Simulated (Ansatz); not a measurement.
Input and command of a plane-wave DFT calculation in Ansatz:

```yaml
crystal:
  lattice:
    - [3.4495615306, 0.0, 0.0]
    - [0.0, 5.8340213737, 0.0]
    - [0.0, 0.0, 3.9936839652]
  atoms:
    - { symbol: Sn, position: [0.0, 0.231909, 0.513144] }
    - { symbol: Sn, position: [0.5, 0.768091, 0.013144] }
    - { symbol: O, position: [0.0, 0.89125, 0.736857] }
    - { symbol: O, position: [0.5, 0.10875, 0.236857] }
basis:
  ecutwfc: 420
kpoints:
  mp_grid: { grid: [10, 6, 8] }
hamiltonian:
  xc: lda
scf:
  occupations: { method: gaussian, width: 0.05 }
output:
  forces: true
  stress: true
  eigenvalues: true
```

```bash
ansatz run input.yaml --threads 1 --pin off --max-ram 2560MiB --backend cpu --events-out ev --progress --plain --runs-dir out
```

Processor: Arm Neoverse V1, 1 thread, on a host shared with other jobs.

**Question.** Estimate time, memory and problem size.

**Answer.** About 17 s on 1 thread of Arm Neoverse V1, on a shared host, peak memory 0.41 GiB. It solves 24 bands at 120 k points (the mesh reduced by the symmetry that the task leaves, which can be less than the crystal's) with about 1577 plane waves, in 6 SCF iterations.
